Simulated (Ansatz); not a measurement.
Results of PBEsol (Ansatz, a quantum-chemistry and plane-wave program, plane waves, PAW) for zinc-blende InN (metastable phase).

Numerical settings: plane-wave cutoff 520 eV, 24×24×24 k mesh, Fermi–Dirac smearing 0.05 eV, perturbation theory, scalar-relativistic PAW data made under PBE.

Computed at the level's own relaxed cell.

```cif
data_In4N4
_chemical_formula_sum 'In4 N4'
_space_group_name_H-M_alt 'F-43m'
_space_group_IT_number 216
_space_group_name_Hall 'F -4 2 3'
_cell_length_a 4.98634
_cell_length_b 4.98634
_cell_length_c 4.98634
_cell_angle_alpha 90.000
_cell_angle_beta 90.000
_cell_angle_gamma 90.000
loop_
_atom_site_label
_atom_site_type_symbol
_atom_site_symmetry_multiplicity
_atom_site_Wyckoff_symbol
_atom_site_fract_x
_atom_site_fract_y
_atom_site_fract_z
_atom_site_occupancy
In1 In 4 a 0.00000 0.00000 0.00000 1
N1 N 4 c 0.25000 0.25000 0.25000 1
```
(The calculation used a cell of 2 atoms; values per cell refer to that cell.)

Harmonic phonon frequencies (cm⁻¹; i marks an imaginary mode; at Γ without the LO shift):

```csv
q point,frequencies
Γ,0 0 0 454 454 454
X,?
L,80 80 223 478 478 568
```

Task: Fill in the missing entries.

Result: 
- X, frequencies: 115 115 228 511 511 563

No imaginary mode appears at these points.

Note: the solid has no gap at this level, which affects its response.
